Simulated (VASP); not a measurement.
Se, 3 atoms in the cell. Symmetry: P3_121, No. 152, trigonal system. Conventional cell: a = 4.065 Å, b = 4.065 Å, c = 5.134 Å, α = 90.00°, β = 90.00°, γ = 120.00°. Se (site symmetry 2) is surrounded by 2 Se at 2.44 Å. 

```yaml
Program: VASP 6.6.1
Task: dielectric tensor
Functional: PBE
Potentials_or_basis: VASP PAW PBE potentials, release 64 (Se)
Cutoff: 520 eV
k_mesh: 12 × 12 × 9
Occupations: gaussian, width 0.03 eV
Spin: no spin polarisation
Monkhorst-Pack_mesh: no
Further_INCAR_settings: ALGO = Normal; EDIFF = 1e-08
```

Potentials or basis: VASP PAW PBE potentials, release 64 (Se).

Command:

```bash
$ cat potpaw_PBE.64/Se/POTCAR > POTCAR
$ mpirun -np 2 vasp_std > vasp.out
```

Hardware: 2 MPI ranks on Intel(R) Xeon(R) Platinum 8488C (Sapphire Rapids) (shared host).

Estimate the wall time of this run.

Wall time 14 min on 2 MPI ranks on Intel(R) Xeon(R) Platinum 8488C (Sapphire Rapids), on a shared host, peak memory 1.2 GiB a rank. Counts: scf iterations 132, k points 143.
